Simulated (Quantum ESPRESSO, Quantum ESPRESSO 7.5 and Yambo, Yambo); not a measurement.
**Beyond one shot: BeTe (F-43m)**

How far does self-consistency move the gap of BeTe (F-43m)?

Main program and level: Quantum ESPRESSO 7.5 and Yambo 5.3.0; PBE and many-body steps on it, plane waves.

Report form: the programs' logs are mostly left out.

The database entry behind the starting cell differs from later determinations by our own check (an axis about 1.5 % short against later determinations), so it need not match the best structure at ambient conditions.

## (1) Starting point

Symmetry: F-43m, No. 216, cubic system. Conventional cell: a = 5.540 Å, b = 5.540 Å, c = 5.540 Å, α = 90.00°, β = 90.00°, γ = 90.00°. Be has 4 Te at 2.40 Å nearest. Nearest to Te lie 4 Be at 2.40 Å. Farther neighbours and most contacts between anions are not listed.

The cell and positions come from the Crystallography Open Database and are kept as given unless a step says otherwise. Spin-orbit coupling is left out unless a step names it.

## (2) Empty states on the mesh, 4×4×4 mesh, 110 bands

This step: Quantum ESPRESSO 7.5; DFT, PBE, plane waves, norm-conserving pseudopotentials.

The sums over transitions need many empty states on a uniform mesh; this step solves for them.

pw.in reads:

```
&control
  calculation = 'nscf'
  prefix = 'x'
  outdir = 'o'
  pseudo_dir = 'pseudo'
/
&system
  ibrav = 0
  nat = 2
  ntyp = 2
  ecutwfc = 88.0
  nbnd = 110
  force_symmorphic = .true.
/
&electrons
  conv_thr = 1e-9
  electron_maxstep = 80
  diago_full_acc = .true.
  diago_thr_init = 5e-6
/
ATOMIC_SPECIES
  Be 9.012 Be.upf
  Te 127.6 Te.upf
CELL_PARAMETERS angstrom
  0.0000000000 2.7700000000 2.7700000000
  2.7700000000 0.0000000000 2.7700000000
  2.7700000000 2.7700000000 -0.0000000000
ATOMIC_POSITIONS crystal
  Be 0.0000000000 0.0000000000 0.0000000000
  Te 0.2500000000 0.2500000000 0.2500000000
K_POINTS automatic
  4 4 4 0 0 0
```

On the command line:

```console
OMP_NUM_THREADS=1 mpirun -n 4 pw.x -nk 4 -in pw.in > pw.out
```

Run time: 8.6 s. Hardware: 4 MPI ranks of Arm Neoverse V1, shared host; peak memory 0.35 GiB; 34 s of CPU time.

Numbers from this step:

```yaml
gap: 1.863 eV
k_of_the_valence_top: 0, 0, 0
k_of_the_conduction_bottom: 0, -0.5, -0.5
least_direct_gap: 3.591 eV
k_points_computed: 8
lowest_point_of_the_top_converged_band_above_the_valence_top: 87.1164 eV
```

On this mesh the gap is 1.863 eV.

The density comes from a self-consistent run that is not shown.

## (3) Conversion and set-up

This step: Yambo 5.3.0; conversion and set-up on PBE, plane waves, norm-conserving pseudopotentials.

The states are converted to the many-body program's format and the q mesh is built.

On the command line:

```console
(cd o/x.save; p2y > p2y.log; mv SAVE ../..); yambo > setup.log
```

It took 2.6 s on 1 MPI rank; peak memory 0.25 GiB.

## (4) G0W0

Now the one-shot GW correction: screening in the RPA, then the self-energy of the levels asked for.

This step: G0W0 on PBE, plane waves, norm-conserving pseudopotentials.

gw1.in reads:

```
HF_and_locXC
gw0
dyson
ppa
em1d
rim_cut
RandQpts= 1000000
RandGvec= 1 RL
EXXRLvcs= 88 Ry
VXCRLvcs= 352 Ry
Chimod= "HARTREE"
% BndsRnXp
 1 | 110 |
%
NGsBlkXp= 14.5 Ry
% LongDrXp
 1 | 1 | 1 |
%
% GbndRnge
 1 | 110 |
%
DysSolver= "n"
ExtendOut
PPAPntXp= 27.21138 eV
% QPkrange
 1 | 8 | 11 | 18 |
%
```

On the command line:

```console
OMP_NUM_THREADS=1 mpirun -n 4 yambo -F gw1.in -J gw1 -C gw1 > gw1.log
```

Elapsed: 7.2 min, on 4 MPI ranks; peak memory 1.8 GiB; 29 min of CPU time.

This step gave:

```yaml
g0w0_gap_on_the_mesh: 2.624 eV
starting_gap_on_the_mesh: 1.863 eV
k_of_the_valence_top: 0, 0, 0
k_of_the_conduction_bottom: 0, -0.5, -0.5
least_direct_g0w0_gap_on_the_computed_points: 4.613 eV
z_at_the_valence_top: 0.8087
z_at_the_conduction_bottom: 0.8200
```

The gap on the mesh goes from 1.86 eV to 2.62 eV, a correction of +0.76 eV.

## (5) evGW0, cycle 1

This step: evGW0 on PBE, plane waves, norm-conserving pseudopotentials.

gw2.in, as its differences from gw1.in of step 4:

```diff
@@ -27 +27,2 @@
 %
+GfnQPdb= "E < ./gw1/ndb.QP"
```

On the command line:

```console
OMP_NUM_THREADS=1 mpirun -n 4 yambo -F gw2.in -J gw2,gw1_W -C gw2 > gw2.log
```

The job ended after 6.2 min (4 MPI ranks; peak memory 1.7 GiB).

Numbers from this step:

| Quantity | Value |
| --- | --- |
| quasiparticle gap on the mesh | 2.704 eV |
| gap of the density functional on the mesh | 1.863 eV |
| k of the valence top | 0, 0, 0 |
| k of the conduction bottom | 0, -0.5, -0.5 |
| least direct quasiparticle gap on the computed points | 4.731 eV |
| Z at the valence top | 0.8126 |
| Z at the conduction bottom | 0.8301 |

Against G0W0 in Yambo (4×4×4 mesh, 110 bands, screening to 197.3 eV, Godby-Needs plasmon pole), the gap moves by +0.080 eV.

The program's own table gives 2.834 eV, which is too large where the input levels are shifted: this version takes Σc at the unshifted level E₀, yet steps from the shifted one. The value above is the Newton step from E₀, E₀ + Z(Σc + Σx − Vxc), rebuilt from the printed columns.

## (6) evGW0, cycle 2

The corrected levels of the last cycle go back in.

gw3.in, as its differences from gw2.in of step 5:

```diff
@@ -27,2 +27,2 @@
 %
-GfnQPdb= "E < ./gw1/ndb.QP"
+GfnQPdb= "E < ./gw2_fix/ndb.QP"
```

On the command line:

```console
OMP_NUM_THREADS=1 mpirun -n 4 yambo -F gw3.in -J gw3,gw1_W -C gw3 > gw3.log
```

Run time: 6.1 min. Hardware: 4 MPI ranks; peak memory 1.7 GiB.

Numbers from this step:

```
quasiparticle gap on the mesh                         : 2.713 eV
gap of the density functional on the mesh             : 1.863 eV
k of the valence top                                  : 0, 0, 0
k of the conduction bottom                            : 0, -0.5, -0.5
least direct quasiparticle gap on the computed points : 4.747 eV
```

Against the cycle before, the gap moves by +0.009 eV.

The program's own table gives 2.855 eV, which is too large where the input levels are shifted: this version takes Σc at the unshifted level E₀, yet steps from the shifted one. The value above is the Newton step from E₀, E₀ + Z(Σc + Σx − Vxc), rebuilt from the printed columns.

## (7) evGW, cycle 1

This step: evGW on PBE, plane waves, norm-conserving pseudopotentials.

gw4.in, as its differences from gw3.in of step 6:

```diff
@@ -27,2 +27,3 @@
 %
-GfnQPdb= "E < ./gw2_fix/ndb.QP"
+GfnQPdb= "E < ./gw1/ndb.QP"
+XfnQPdb= "E < ./gw1/ndb.QP"
```

On the command line:

```console
OMP_NUM_THREADS=1 mpirun -n 4 yambo -F gw4.in -J gw4 -C gw4 > gw4.log
```

The job ended after 7.2 min (4 MPI ranks; peak memory 1.7 GiB; 29 min of CPU time).

Numbers from this step:

```yaml
quasiparticle_gap_on_the_mesh: 2.827 eV
gap_of_the_density_functional_on_the_mesh: 1.863 eV
k_of_the_valence_top: 0, 0, 0
k_of_the_conduction_bottom: 0, -0.5, -0.5
least_direct_quasiparticle_gap_on_the_computed_points: 4.870 eV
```

Against G0W0 in Yambo (4×4×4 mesh, 110 bands, screening to 197.3 eV, Godby-Needs plasmon pole), the gap moves by +0.203 eV.

The program's own table gives 2.948 eV, which is too large where the input levels are shifted: this version takes Σc at the unshifted level E₀, yet steps from the shifted one. The value above is the Newton step from E₀, E₀ + Z(Σc + Σx − Vxc), rebuilt from the printed columns.

## (8) evGW, cycle 2

gw5.in, as its differences from gw4.in of step 7:

```diff
@@ -27,3 +27,3 @@
 %
-GfnQPdb= "E < ./gw1/ndb.QP"
-XfnQPdb= "E < ./gw1/ndb.QP"
+GfnQPdb= "E < ./gw4_fix/ndb.QP"
+XfnQPdb= "E < ./gw4_fix/ndb.QP"
```

On the command line:

```console
OMP_NUM_THREADS=1 mpirun -n 4 yambo -F gw5.in -J gw5 -C gw5 > gw5.log
```

Wall time 7 min (4 MPI ranks); peak memory 1.7 GiB.

Numbers from this step:

```yaml
quasiparticle_gap_on_the_mesh: 2.882 eV
gap_of_the_density_functional_on_the_mesh: 1.863 eV
k_of_the_valence_top: 0, 0, 0
k_of_the_conduction_bottom: 0, -0.5, -0.5
least_direct_quasiparticle_gap_on_the_computed_points: 4.939 eV
```

Against the cycle before, the gap moves by +0.054 eV.

The program's own table gives 3.029 eV, which is too large where the input levels are shifted: this version takes Σc at the unshifted level E₀, yet steps from the shifted one. The value above is the Newton step from E₀, E₀ + Z(Σc + Σx − Vxc), rebuilt from the printed columns.

## (9) evGW, cycle 3

gw6.in, as its differences from gw5.in of step 8:

```diff
@@ -27,3 +27,3 @@
 %
-GfnQPdb= "E < ./gw4_fix/ndb.QP"
-XfnQPdb= "E < ./gw4_fix/ndb.QP"
+GfnQPdb= "E < ./gw5_fix/ndb.QP"
+XfnQPdb= "E < ./gw5_fix/ndb.QP"
```

On the command line:

```console
OMP_NUM_THREADS=1 mpirun -n 4 yambo -F gw6.in -J gw6 -C gw6 > gw6.log
```

It took 7.1 min on 4 MPI ranks; peak memory 1.7 GiB; 28 min of CPU time.

This step gave:

* quasiparticle gap on the mesh: 2.897 eV
* gap of the density functional on the mesh: 1.863 eV
* k of the valence top: 0, 0, 0
* k of the conduction bottom: 0, -0.5, -0.5
* least direct quasiparticle gap on the computed points: 4.959 eV

Against the cycle before, the gap moves by +0.015 eV.

The program's own table gives 3.051 eV, which is too large where the input levels are shifted: this version takes Σc at the unshifted level E₀, yet steps from the shifted one. The value above is the Newton step from E₀, E₀ + Z(Σc + Σx − Vxc), rebuilt from the printed columns.

## (10) evGW, cycle 4

gw7.in, as its differences from gw6.in of step 9:

```diff
@@ -27,3 +27,3 @@
 %
-GfnQPdb= "E < ./gw5_fix/ndb.QP"
-XfnQPdb= "E < ./gw5_fix/ndb.QP"
+GfnQPdb= "E < ./gw6_fix/ndb.QP"
+XfnQPdb= "E < ./gw6_fix/ndb.QP"
```

On the command line:

```console
OMP_NUM_THREADS=1 mpirun -n 4 yambo -F gw7.in -J gw7 -C gw7 > gw7.log
```

It took 7 min on 4 MPI ranks; peak memory 1.7 GiB.

This step gave:

```yaml
quasiparticle_gap_on_the_mesh: 2.901 eV
gap_of_the_density_functional_on_the_mesh: 1.863 eV
k_of_the_valence_top: 0, 0, 0
k_of_the_conduction_bottom: 0, -0.5, -0.5
least_direct_quasiparticle_gap_on_the_computed_points: 4.965 eV
```

Against the cycle before, the gap moves by +0.004 eV.

The program's own table gives 3.057 eV, which is too large where the input levels are shifted: this version takes Σc at the unshifted level E₀, yet steps from the shifted one. The value above is the Newton step from E₀, E₀ + Z(Σc + Σx − Vxc), rebuilt from the printed columns.

## (11) Side by side

Times are wall times on 4 MPI ranks of Arm Neoverse V1, shared host, good to a factor of about two.

```
           run   mesh  bands  screening cutoff (eV)  DFT gap (eV)  gap on the mesh (eV)  direct (eV)     time
          G0W0  4×4×4    110                  197.3         1.863                 2.624        4.613  7.2 min
evGW0, cycle 1  4×4×4    110                  197.3         1.863                 2.704        4.731  6.2 min
evGW0, cycle 2  4×4×4    110                  197.3         1.863                 2.713        4.747  6.1 min
 evGW, cycle 1  4×4×4    110                  197.3         1.863                 2.827        4.870  7.2 min
 evGW, cycle 2  4×4×4    110                  197.3         1.863                 2.882        4.939    7 min
 evGW, cycle 3  4×4×4    110                  197.3         1.863                 2.897        4.959  7.1 min
 evGW, cycle 4  4×4×4    110                  197.3         1.863                 2.901        4.965    7 min
```

## (12) Outcome

```
G0W0           : 2.624 eV
evGW0, cycle 1 : 2.704 eV
evGW0, cycle 2 : 2.713 eV
evGW, cycle 1  : 2.827 eV
evGW, cycle 2  : 2.882 eV
evGW, cycle 3  : 2.897 eV
evGW, cycle 4  : 2.901 eV
known limits   : not at the basis limit; no spin-orbit coupling; coarse k mesh
```

What this shows: evGW0 ends at 2.71 eV, +0.09 eV from G0W0, after 2 cycles that took 12 min beside the first screening; the last moved the gap by 0.009 eV. evGW ends at 2.90 eV, +0.28 eV from G0W0, after 4 cycles that took 28 min beside the first screening; the last moved the gap by 0.004 eV. Bands and cutoff are finite, so the gap is not at the basis limit. The miss can reach some tenths of an eV and take either sign; the mesh is an error of its own. The 4×4×4 mesh is coarse for this cell, which bears on the long-range parts of exchange and screening. The many-body steps are scalar-relativistic: spin-orbit coupling is not in them.

[Paths, hosts, dates, memory and timing lines, banners, echoed tables and standing remarks are left out of the program output.]

[Logs are printed without paths, hosts, clocks, repeated set-up lines and the standing remarks that a program may print on its own settings, such as how far it seeks lower states.]

[Runs of the session that timed out or met a known fault of the program may be left out.]

[Hosts, paths, dates, database ids (printed as entryN), source tags and the programs' standing remarks are cut or masked in the printed files.]
